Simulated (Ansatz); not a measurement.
Input and command of a calculation in Ansatz (plane waves; scalar-relativistic PAW potentials unless the input names others):

```yaml
crystal:
  lattice:
    - [3.0941201807, 0.0, 0.0]
    - [-1.5470600903, 2.6795866789, 0.0602907003]
    - [0.0, 0.227910132, 10.1293391985]
  atoms:
    - { symbol: Si, position: [0.6666666667, 0.3333333333, 0.9378441878] }
    - { symbol: Si, position: [0.3333333333, 0.6666666667, 0.4378441878] }
    - { symbol: Si, position: [0.0, 0.0, 0.6878995565] }
    - { symbol: Si, position: [0.0, 0.0, 0.1878995565] }
    - { symbol: C, position: [0.6666666667, 0.3333333333, 0.7498074459] }
    - { symbol: C, position: [0.3333333333, 0.6666666667, 0.2498074459] }
    - { symbol: C, position: [0.0, 0.0, 0.5004478098] }
    - { symbol: C, position: [0.0, 0.0, 0.0004478098] }
basis:
  ecutwfc: 420
kpoints:
  mp_grid: { grid: [12, 12, 4], kspacing: 0.3 }
hamiltonian:
  xc: pbe
scf:
  occupations: { method: gaussian, width: 0.05 }
  max_iter: 75
output:
  forces: true
  eigenvalues: true
  stress: true
```

```bash
ansatz run input.yaml --threads 2 --pin off --max-ram 5120MiB --backend cpu --events-out ev --progress --plain --runs-dir out
```

Task: What is wrong with this input?

Result: The program refuses it, because of a mesh typed together with a spacing (kpoints.mp_grid.kspacing: not typed → 0.3). Without that key it is accepted.

Abridged log:
```
Error: invalid value for `kpoints.mp_grid.kspacing`: mutually exclusive with `grid` — set one or the other
```